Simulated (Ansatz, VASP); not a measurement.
## CaSe: VASP beside Ansatz

Contents of INCAR:

```
SYSTEM = CaSe
PREC = Accurate
ENCUT = 520
EDIFF = 1E-6
ISMEAR = -1
SIGMA = 0.02
LREAL = .False.
LASPH = .True.
NELM = 60
ALGO = Normal
ISIF = 2
LWAVE = .False.
LCHARG = .True.
GGA = PE
LELF = .True.
LVHAR = .True.
NBANDS = 15
```

File KPOINTS:

```
Automatic mesh
0
Gamma
  8 8 8
  0 0 0
```

Contents of POSCAR:

```
CaSe
1.0
   -0.0425346699      2.9250004374      2.9250004374
    2.9250004374     -0.0425346699      2.9250004374
    2.9250004374      2.9250004374     -0.0425346699
Ca Se
1 1
Direct
    0.0000000000      0.0000000000      0.0000000000
    0.5000000000      0.5000000000      0.5000000000
```

Input for Ansatz:

```yaml
crystal:
  lattice:
    - [-0.0425346699, 2.9250004374, 2.9250004374]
    - [2.9250004374, -0.0425346699, 2.9250004374]
    - [2.9250004374, 2.9250004374, -0.0425346699]
  atoms:
    - { symbol: Ca, position: [0.0, 0.0, 0.0] }
    - { symbol: Se, position: [0.5, 0.5, 0.5] }
kpoints:
  mp_grid: { grid: [8, 8, 8] }
  band_path:
    path:
      - [0.0, 0.0, 0.0]
      - [0.5, 0.0, 0.5]
      - [0.625, 0.25, 0.625]
      - [0.375, 0.375, 0.75]
      - [0.5, 0.5, 0.5]
      - [0.5, 0.25, 0.75]
    npoints: 1
hamiltonian:
  xc: pbe
scf:
  occupations: { method: fermi_dirac, width: 0.02 }
  n_extra_bands: 4
output:
  forces: true
  stress: true
  eigenvalues: true
```

Change from the starting cell: shear_111 strain -2.1%.

Alike in both runs: task single point; functional PBE; k mesh 8 × 8 × 8; occupations fermi-dirac, width 0.02 eV; no spin polarisation.

|  | VASP | Ansatz |
| --- | --- | --- |
| version | VASP 6.6.1 | Ansatz 0.2.0 |
| potentials or method | VASP PAW PBE potentials, release 64 (Ca_sv, Se) | plane waves, PAW |
| plane-wave cutoff (eV) | 520 | 420 |
| valence electrons in the cell | 16 | 26 |

Ansatz gave:

* gap on the k mesh at the Fermi level (eV): 1.92
* pressure (GPa): 1.7
* largest component of the traceless stress (GPa): 0.38

**Question.** What did VASP give for the same quantities?

**Answer.** gap on the k mesh at the Fermi level (eV): 1.91; pressure (GPa): 1.9; largest component of the traceless stress (GPa): 0.38.

With one functional, cell and mesh, what is left measures potentials, basis and numerics. The two sets of potentials don't hold the same shells in valence.

A k mesh can miss the band edges.
